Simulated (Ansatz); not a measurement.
Ti2C: hydrostatic pressure series

The calculation used Ansatz 0.2.0, DFT PBEsol, scalar-relativistic, plane waves, PAW. Run with 420 eV cutoff, 18×18×18 k-mesh, Gaussian smearing of 0.10 eV, no spin polarisation.

Starting point, cell and atoms relaxed:

```xyz
3
Lattice="1.5264 0.8813 4.7727 -1.5264 0.8813 4.7727 0.0000 -1.7625 4.7727" Properties=species:S:1:pos:R:3 pbc="T T T"
Ti    0.0000    0.0000    3.5197
Ti    0.0000    0.0000   10.7986
C     0.0000    0.0000    7.1591
```

Cell and atoms are relaxed at each pressure within the symmetry of the start, at zero temperature, so transitions that lower the symmetry aren't seen. The k-mesh given is that at zero pressure and may differ at others. a, b and c are the lengths of the cell vectors above. ΔH is E + PV over the energy at zero pressure.

| P (GPa) | V (Å³/atom) | V/V0 | a (Å) | b (Å) | c (Å) | α (°) | β (°) | γ (°) | ΔH (eV/atom) |
| --- | --- | --- | --- | --- | --- | --- | --- | --- | --- |
| -3 | 13.13 | 1.022 | 5.138 | 5.138 | 5.138 | 34.8 | 34.8 | 34.8 | -0.243 |
| 0 | 12.84 | 1.000 | 5.088 | 5.088 | 5.088 | 34.9 | 34.9 | 34.9 | 0.000 |
| 3 | 12.58 | 0.980 | 5.044 | 5.044 | 5.044 | 35.0 | 35.0 | 35.0 | 0.238 |
| 8 | 12.21 | 0.951 | 4.981 | 4.981 | 4.981 | 35.2 | 35.2 | 35.2 | 0.625 |
| 15 | 11.78 | 0.917 | 4.907 | 4.907 | 4.907 | 35.4 | 35.4 | 35.4 | 1.148 |
| 30 | 11.06 | 0.861 | 4.779 | 4.779 | 4.779 | 35.7 | 35.7 | 35.7 | 2.215 |
| 60 | 10.01 | 0.780 | 4.571 | 4.571 | 4.571 | 36.4 | 36.4 | 36.4 | 4.182 |